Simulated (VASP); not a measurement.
AgCl, 2 atoms in the cell. It takes space group P4/mmm (No. 123, tetragonal). The conventional cell has a = 3.434 Å, b = 3.434 Å, c = 3.331 Å, α = 90.00°, β = 90.00°, γ = 90.00°. Ag (site symmetry 4/mmm) has 8 Cl at 2.94 Å and 2 Ag at 3.33 Å as nearest neighbours. Cl (site symmetry 4/mmm) has 8 Ag at 2.94 Å and 2 Cl at 3.33 Å as nearest neighbours. Measurements of this composition are mostly on another form, of space group No. 225. The cell isn't the ideal one: strain -0.0300 x Voigt [0, 1, 0, 0, 0, 0], atoms carried along.

| Item | Value |
| --- | --- |
| Program | VASP 6.6.1 |
| Task | single point |
| Functional | LDA |
| Potentials or basis | VASP PAW LDA potentials, release 64 (Ag, Cl) |
| Cutoff | 520 eV |
| k mesh | 10 × 10 × 10 |
| Occupations | gaussian, width 0.03 eV |
| Spin | no spin polarisation |
| Dipole correction | no |
| Further INCAR settings | ALGO = Fast; EDIFF = 1e-07; NBANDS = 16 |

Potentials or basis: VASP PAW LDA potentials, release 64 (Ag, Cl).

Launch:

```console
$ cat potpaw_LDA.64/Ag/POTCAR potpaw_LDA.64/Cl/POTCAR > POTCAR
$ mpirun -np 1 vasp_std > vasp.out
```

Hardware: 1 thread of Intel(R) Xeon(R) 6975P-C (Granite Rapids), on a shared host.

Question: Estimate the wall time of this run.

Answer: Wall time 37 s on 1 thread of Intel(R) Xeon(R) 6975P-C (Granite Rapids), on a shared host, peak memory 0.19 GiB. Counts: scf iterations 14, k points 126.
